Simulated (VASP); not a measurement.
A run of VASP 6.6.1:

INCAR

```
ALGO = Normal
EDIFF = 1E-7
EDIFFG = -0.002
ENCUT = 520
GGA = PE
IBRION = 2
ISIF = 3
ISMEAR = 0
LASPH = True
LCHARG = False
LREAL = False
LWAVE = False
NELM = 80
NSW = 80
PREC = Accurate
SIGMA = 0.02
```

The input KPOINTS:

```
k-points
0
Gamma
  12 12 6
```

POSCAR

```
SiC                                     
1.0
    3.0917004510      0.0000000000      0.0000000000
   -1.5458502255      2.6774911294      0.0000000000
   -0.0000000000      0.0000000000      5.0740955537
  Si              C             
     2     2
Direct
     0.3333333300000021    0.6666666699999979    0.0045845818244842
     0.6666666699999979    0.3333333300000021    0.5045845818244843
     0.3333333300000021    0.6666666699999979    0.3804154181755138
     0.6666666699999979    0.3333333300000021    0.8804154181755137
```

Potentials or basis: VASP PAW PBE potentials, release 64 (Si, C).

Command:

```console
$ cat potpaw_PBE.64/Si/POTCAR potpaw_PBE.64/C/POTCAR > POTCAR
$ mpirun -np 1 vasp_std > vasp.out
```

Hardware: 1 thread of Intel(R) Xeon(R) 6975P-C (Granite Rapids), on a shared host.

Task: How long does it take, and how much memory?

Result: Run time: 11 s on 1 thread of Intel(R) Xeon(R) 6975P-C (Granite Rapids), with other jobs on the host, peak memory 0.17 GiB. Counts: scf iterations 14, k points 76, ion steps 1.
